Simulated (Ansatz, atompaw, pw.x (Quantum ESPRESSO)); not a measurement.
**Which N potential is closest to all-electron in the fcc crystal?**

All use PBE, scalar-relativistic, no spin, cutoffs from each file’s atomic test, pw.x 7.5; 18³ k-points, Fermi–Dirac smearing 0.01 Ry. Δ is the rms difference from all-electron LAPW of the E(V) curves that follow from fits to the pressures, over ±6 % in volume. Mesh and smearing are coarse and serve the comparison alone. The files are a selection: those with a ghost or negative overlap were mostly not run, and those with noisy or unconverged pressures or nearly equal Δ are left out. Spin polarisation is left out.

All-electron: a0 = 3.123 Å (V0 = 7.61 Å³/atom), B0 = 177.0 GPa.

Task: Rank them by Δ, smallest first.
A. PAW, atompaw 4.2.0.5, PBE; core [He], reference 2s2 2p3; waves: 2s (bound): rc 2.05 bohr; 2s channel at 0.6 Ry: rc 2.05 bohr; 2p (bound): rc 2.00 bohr; 2p channel at 2.4 Ry: rc 2.05 bohr; 3d channel at 0.4 Ry: rc 2.05 bohr; 3d channel at 2.6 Ry: rc 2.05 bohr; local part: troulliermartins scheme with l = 3 at 0 Ry, radius 1.80 bohr; core correction: smooth core density matched at 1.85 bohr; augmentation: besselshape compensation charge, radius 1.65 bohr; PAW radius 2.05 bohr; waves and projectors: custom rrkj gramschmidtortho.
B. PAW, atompaw 4.2.0.5, PBE; core [He], reference 2s2 2p3; waves: 2s (bound): rc 0.90 bohr; 2s channel at -0.75 Ry: rc 0.90 bohr; 2p (bound): rc 2.70 bohr; 2p channel at 0.65 Ry: rc 2.70 bohr; 3d channel at -0.15 Ry: rc 2.25 bohr; 3d channel at 1.3 Ry: rc 2.70 bohr; local part: bessel scheme, radius 1.90 bohr; core correction: smooth core density matched at 1.80 bohr; augmentation: besselshape compensation charge, radius 2.15 bohr; PAW radius 2.70 bohr; waves and projectors: custom polynom vanderbiltortho.
C. PAW, atompaw 4.2.0.5, PBE; core [He], reference 2s2 2p3; waves: 2s (bound): rc 2.50 bohr; 2s channel at -0.35 Ry: rc 2.50 bohr; 2p (bound): rc 2.50 bohr; 2p channel at 1.25 Ry: rc 2.50 bohr; 3d channel at 0.05 Ry: rc 2.50 bohr; local part: bessel scheme, radius 1.80 bohr; core correction: smooth core density matched at 1.50 bohr; augmentation: besselshape compensation charge, radius 2.45 bohr; PAW radius 2.50 bohr; waves and projectors: custom polynom vanderbiltortho.

Result: C (2.7 meV/atom), B (3.8 meV/atom), A (8.2 meV/atom).
